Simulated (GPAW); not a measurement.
Crystal: TaS2.

```xyz
3
Lattice="3.3500 0.0000 0.0000 -1.6750 2.9012 0.0000 0.0000 0.0000 5.8600" Properties=species:S:1:pos:R:3 pbc="T T T"
Ta    0.0000    0.0000    0.0000
S     1.6750    0.9671    4.3950
S     0.0000    1.9341    1.4650
```

| Quantity | Value |
| --- | --- |
| Program | GPAW 26.7.0 |
| Task | relaxation of cell and atoms |
| Functional | PBEsol |
| Dispersion | D3(BJ) |
| Potentials or basis | PAW data sets generated in the run's folder for this functional |
| Cutoff | 600 eV |
| Basis | pw |
| k mesh | 9 × 9 × 5 |
| Occupations | fermi-dirac, width 0.05 eV |
| Spin | no spin polarisation |

At the start: pressure 1.4 GPa; volume 18.98 Å³/atom.

**Question.** Where does the relaxation end?

**Answer.** Over 24 steps the energy falls by 45.6 meV/atom and the volume is 17.40 Å³/atom (-8.3 %); space group P-3m1 (No. 164, to 0.05 Å).

Step by step:
```csv
step,energy change (eV),largest force (eV/Å),pressure (GPa),volume (Å³)
1,0.0000,1.0512,1.40,56.95
2,-0.0230,0.8294,0.16,57.05
3,-0.0510,0.4578,-1.83,57.15
4,-0.0678,0.0613,-3.76,57.07
5,-0.0767,0.2104,-4.71,56.63
6,-0.0895,0.2942,-4.32,55.81
7,-0.1060,0.1934,-2.62,54.71
8,-0.1143,0.0429,0.05,53.49
9,-0.1146,0.0438,0.04,53.49
10,-0.1152,0.0458,0.02,53.49
11,-0.1161,0.0487,-0.01,53.49
12,-0.1172,0.0522,-0.04,53.50
13,-0.1184,0.0563,-0.09,53.50
14,-0.1199,0.0607,-0.14,53.49
15,-0.1214,0.0651,-0.19,53.49
16,-0.1231,0.0698,-0.26,53.48
17,-0.1250,0.0744,-0.33,53.46
18,-0.1270,0.0783,-0.41,53.42
19,-0.1290,0.0807,-0.48,53.35
20,-0.1310,0.0808,-0.54,53.25
21,-0.1330,0.0771,-0.55,53.09
22,-0.1348,0.0681,-0.51,52.87
23,-0.1361,0.0514,-0.39,52.57
24,-0.1369,0.0239,-0.19,52.20
```

Final structure:
```
CELL_PARAMETERS angstrom
3.28307 0.00000 0.00000
-1.64154 2.84322 0.00000
0.00000 0.00000 5.59226
ATOMIC_POSITIONS crystal
Ta 0.00000 0.00000 0.00000
S 0.66667 0.33333 0.72328
S 0.33333 0.66667 0.27672
```

Caveat: later steps reuse the first step's grids.
